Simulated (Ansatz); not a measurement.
# SnO: the cost of one run

Method: DFT PBE+D3(BJ), scalar-relativistic, plane waves, PAW, in Ansatz 0.2.0.

10 further runs of the same task are left out: 1 that didn't finish, 9 set aside as unsound or not needed.

## Step 1: Starting point

Symmetry: Pmma, No. 51, orthorhombic system. Conventional cell: a = 3.820 Å, b = 3.820 Å, c = 22.226 Å, α = 90.00°, β = 90.00°, γ = 90.00°. Around Sn (site symmetry mm2) lie 4 O at 2.25 Å. Around O (site symmetry mm2) lie 4 Sn at 2.25 Å.

Coordinates:

```
CELL_PARAMETERS angstrom
3.82016 0.00000 0.00000
0.00000 3.82016 0.00000
0.00000 0.00000 22.22608
ATOMIC_POSITIONS crystal
Sn 0.75000 0.25000 0.20246
O 0.25000 0.25000 0.25562
O 0.75000 0.75000 0.25562
Sn 0.25000 0.75000 0.30878
Sn 0.25000 0.25000 0.50675
O 0.75000 0.25000 0.55991
O 0.25000 0.75000 0.55991
Sn 0.75000 0.75000 0.61307
```

This is the geometry of the first run shown, built on a cell relaxed beforehand with the same method.

## Step 2: The scan

Atoms count from 1 in the order of the input.

The upper layer of a bilayer is slid over the lower one; relaxed at each slide: nothing; the origin of the map has Sn5 above Sn4; the distance between the facing planes is held at 4.40 Å.

The axes are (1) slide of the upper layer along the first cell vector, from Sn5 above Sn4: 8 values from 0.000 to 0.875, periodic; (2) slide of the upper layer along the second cell vector, from Sn5 above Sn4: 8 values from 0.000 to 0.875, periodic.

Nothing else is relaxed. Points are written as (first, second).

The two vectors of the plane (Å): (3.820, 0.000, 0.000); (0.000, 3.820, 0.000).

## Step 3: Grid point (0/8, 4/8) of the map's two axes

The cell repeats along c, and a dipole correction in the vacuum removes the field between the copies.

Contents of input.yaml:

```yaml
crystal:
  lattice:
    - [3.8201630995, 0.0, 0.0]
    - [0.0, 3.8201630995, 0.0]
    - [0.0, 0.0, 22.2260821294]
  atoms:
    - { symbol: Sn, position: [0.75, 0.25, 0.2024648327] }
    - { symbol: O, position: [0.25, 0.25, 0.2556240231] }
    - { symbol: O, position: [0.75, 0.75, 0.2556240231] }
    - { symbol: Sn, position: [0.25, 0.75, 0.3087832136] }
    - { symbol: Sn, position: [0.25, 1.25, 0.5067488278] }
    - { symbol: O, position: [-0.25, 1.25, 0.5599080182] }
    - { symbol: O, position: [0.25, 1.75, 0.5599080182] }
    - { symbol: Sn, position: [-0.25, 1.75, 0.6130672086] }
basis:
  ecutwfc: 420
kpoints:
  mp_grid: { grid: [7, 7, 1] }
hamiltonian:
  xc: pbe
  pseudopotentials: { kind: paw, azcp: { folder: soft_1 } }
  dispersion: d3bj
scf:
  occupations: { method: gaussian, width: 0.05 }
output:
  forces: true
  eigenvalues: true
efield:
  axis: 3
  dipole_correction: true
  ramp_width: 0.04
```

Started as:

```console
ansatz run input.yaml --threads 2 --pin off --max-ram 6144MiB --backend cpu --events-out ev --progress --plain --runs-dir out
```

What time and memory should one allow on 2 threads of Arm Neoverse N1, shared host?

About 27 s, with a peak of 0.57 GiB.
